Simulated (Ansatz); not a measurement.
# BaS: the cost of one run

Computed with Ansatz 0.2.0 (DFT PBEsol, scalar-relativistic, unless a step's input says otherwise).

## 1. The structure to begin with

Symmetry: Fm-3m, No. 225, cubic system. The conventional cell has a = 6.388 Å, b = 6.388 Å, c = 6.388 Å, α = 90.00°, β = 90.00°, γ = 90.00°. Around Ba (site symmetry m-3m) lie 6 S at 3.19 Å. S (site symmetry m-3m) has 6 Ba at 3.19 Å as nearest neighbours.

Coordinates:

```cif
data_structure
_symmetry_space_group_name_H-M 'P 1'
_symmetry_Int_Tables_number 1
_cell_length_a 4.5166
_cell_length_b 4.5166
_cell_length_c 4.5166
_cell_angle_alpha 60.000
_cell_angle_beta 60.000
_cell_angle_gamma 60.000
_cell_volume 65.15
loop_
_atom_site_label
_atom_site_type_symbol
_atom_site_fract_x
_atom_site_fract_y
_atom_site_fract_z
_atom_site_occupancy
Ba1 Ba 0.00000 0.00000 0.00000 1
S1 S 0.50000 0.50000 0.50000 1
```

Atoms are numbered in the order of the input: Ba1, S2.

## 2. After the deformation

Space group Fm-3m before, I4/mmm after.

## 3. Full-potential LAPW

Input file input.yaml:

```yaml
crystal:
  lattice:
    - [0.0, 3.19375, 3.129875]
    - [3.19375, 0.0, 3.129875]
    - [3.19375, 3.19375, 0.0]
  atoms:
    - { symbol: Ba, position: [0.0, 0.0, 0.0] }
    - { symbol: S, position: [0.5, 0.5, 0.5] }
kpoints:
  mp_grid: { grid: [8, 8, 8] }
  band_path:
    path:
      - [0.0, 0.0, 0.0]
      - [0.0, 0.5, 0.5]
      - [0.25, 0.75, 0.5]
      - [0.0, 0.5, 0.0]
      - [0.0, 0.0, 0.0]
      - [0.5, 0.5, 0.0]
      - [0.3801541025, 0.6198458975, 0.0]
      - [-0.3801541025, 0.3801541025, 0.0]
      - [0.0, 0.0, 0.0]
    npoints: 5
scf:
  occupations: { method: fermi_dirac, width: 0.02 }
hamiltonian:
  xc: pbesol
  pseudopotentials: { kind: all_electron, lapw: { basis_error: 0.00025 } }
output:
  forces: true
  stress: true
  eigenvalues: true
```

Launch:

```sh
$ ansatz run input.yaml --threads 1 --pin off --max-ram 3072MiB --backend cpu --events-out ev --progress --plain --runs-dir out
```

What time and memory should one allow on 1 thread of Intel Xeon 6975P-C (Granite Rapids), shared host?

About 8.6 s, with a peak of 0.38 GiB.
